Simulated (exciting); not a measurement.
## BP under changes of volume

One of the cells (11.682 Å³/atom); the others are scaled copies at fixed shape and fractional positions:

```
P B
1.0
     0.00000    2.26900    2.26900
     2.26900    0.00000    2.26900
     2.26900    2.26900    0.00000
P B
1 1
Direct
  0.75000 0.75000 0.75000
  0.00000 0.00000 0.00000
```

| Item | Value |
| --- | --- |
| Program | exciting (release sodium) |
| Functional | PBE |
| Potentials or basis | all-electron LAPW+lo, shipped species files, valence relativity iora* |
| rgkmax | 7 |
| k mesh | 10 × 10 × 10 |
| Occupations | fermi-dirac, width 0.05 eV |
| Spin | no spin polarisation |

```csv
volume (Å³/atom),energy over the lowest point (meV/atom),gap on the mesh (eV)
10.981,28.90,1.16
11.214,13.57,1.19
11.448,4.11,1.22
11.682,0.00,1.25
11.915,0.74,1.27
12.149,?,?
12.383,15.07,1.32
```

Q: What does the run at 12.149 Å³/atom give?

A: Energy over the lowest point 5.90 meV/atom; gap on the mesh 1.30 eV.

Worked out: A Birch-Murnaghan fit of order 3 (a polynomial in V^(-2/3)) to the other rows has its minimum at 11.76 Å³/atom with B0 = V·E''(V) = 162 GPa and B' = 3.9. It gives 5.90 meV/atom at 12.149 Å³/atom, against the run's 5.90. A straight line through the other rows of the gap, of slope 1.33 eV per unit of ln V, gives 1.30 eV, against the run's 1.30.

Energies are extrapolated to zero smearing.

A mesh can miss the band edges.
